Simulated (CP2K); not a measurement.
HfO2:

```
Hf O
1.0
     3.55802    0.00000    0.00000
     0.00000    3.55802    0.00000
     0.00000    0.00000    5.17186
Hf O
2 4
Direct
  0.00000 0.00000 0.00000
  0.50000 0.50000 0.50000
  0.00000 0.50000 0.19721
  0.50000 0.00000 0.30279
  0.50000 0.00000 0.80279
  0.00000 0.50000 0.69721
```

Measurements of this composition are mostly on another form, of space group No. 14.

Base run:

- Program: CP2K 2026.2
- Functional: PBEsol
- Potentials or basis: POTENTIAL_UZH Hf GTH-PBE-q12, O GTH-PBE-q6; TZVP-MOLOPT-PBE-GTH basis
- Density cutoff: 8163 eV
- k mesh: 8 × 8 × 5
- Occupations: fermi-dirac, width 0.1 eV
- Spin: no spin polarisation

Its results: band gap on the k mesh 4.76 eV, indirect (least direct gap 4.84 eV).

**Question.** The run is repeated on the same cell with these changes: functional from PBEsol to TB-mBJ; density cutoff from 8163 eV to 11565 eV; cutoff of the grids from 600 Ry to 850 Ry. What comes out?

**Answer.** Band gap on the k mesh 5.06 eV, indirect (least direct gap 5.14 eV).

Caveats: spin-orbit coupling is left out, which moves the levels of the heavy elements; the basis of atomic orbitals isn't converged, which shifts pressures, moduli and gaps; this is a model potential without an energy functional, so only levels have meaning (some runs).
